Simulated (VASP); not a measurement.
Crystal: N.

```
CELL_PARAMETERS angstrom
4.08406 0.00000 0.00000
0.00000 4.08406 0.00000
0.00000 0.00000 5.34591
ATOMIC_POSITIONS crystal
N 0.90428 0.90428 0.00000
N 0.59572 0.40428 0.50000
N 0.09572 0.09572 0.00000
N 0.40428 0.59572 0.50000
```

```yaml
Program: VASP 6.6.1
Task: relaxation of cell and atoms
Functional: PBE
Potentials_or_basis: VASP PAW PBE potentials, release 64 (N)
Cutoff: 600 eV
k_mesh: 6 × 6 × 4
Occupations: gaussian, width 0.02 eV
Spin: no spin polarisation
```

At the start: pressure 1.7 GPa; volume 22.29 Å³/atom.

Task: How do energy, volume and symmetry change on relaxing?

Result: Over 22 steps the energy falls by 5.0 meV/atom and the volume is 25.87 Å³/atom (+16.1 %); space group P4_2/mnm (No. 136, to 0.05 Å).

The path:
```csv
step,energy change (eV),largest force (eV/Å),pressure (GPa),volume (Å³)
1,0.0000,0.9953,1.66,89.17
2,1.3315,10.7929,-14.89,92.18
3,-0.0063,0.2497,0.02,89.34
4,-0.0066,0.0697,0.25,89.31
5,-0.0066,0.0294,0.32,89.31
6,-0.0066,0.0133,0.33,89.30
7,-0.0076,0.0151,0.31,89.77
8,-0.0104,0.0205,0.26,91.19
9,-0.0146,0.0159,0.18,94.06
10,-0.0193,0.0487,0.12,99.98
11,-0.0143,0.4129,0.27,112.56
12,-0.0195,0.2600,0.30,103.45
13,-0.0199,0.0835,0.09,103.77
14,-0.0199,0.0086,-0.02,103.94
15,-0.0199,0.0055,0.00,103.91
16,-0.0199,0.0123,-0.01,103.90
17,-0.0199,0.0468,0.04,103.84
18,-0.0199,0.0166,0.01,103.89
19,-0.0199,0.0158,0.01,103.88
20,-0.0199,0.0143,0.00,103.82
21,-0.0199,0.0113,0.00,103.71
22,-0.0199,0.0039,0.00,103.49
```

Final structure:
```
CELL_PARAMETERS angstrom
4.27009 0.00000 0.00000
0.00000 4.27009 0.00000
0.00000 0.00000 5.67580
ATOMIC_POSITIONS crystal
N 0.90787 0.90787 0.00000
N 0.59213 0.40787 0.50000
N 0.09213 0.09213 0.00000
N 0.40787 0.59213 0.50000
```

Caveat: the standard files for N, O and F lose accuracy on very short bonds; the volume moved by over 15 % at a fixed basis, so the end points are rough.
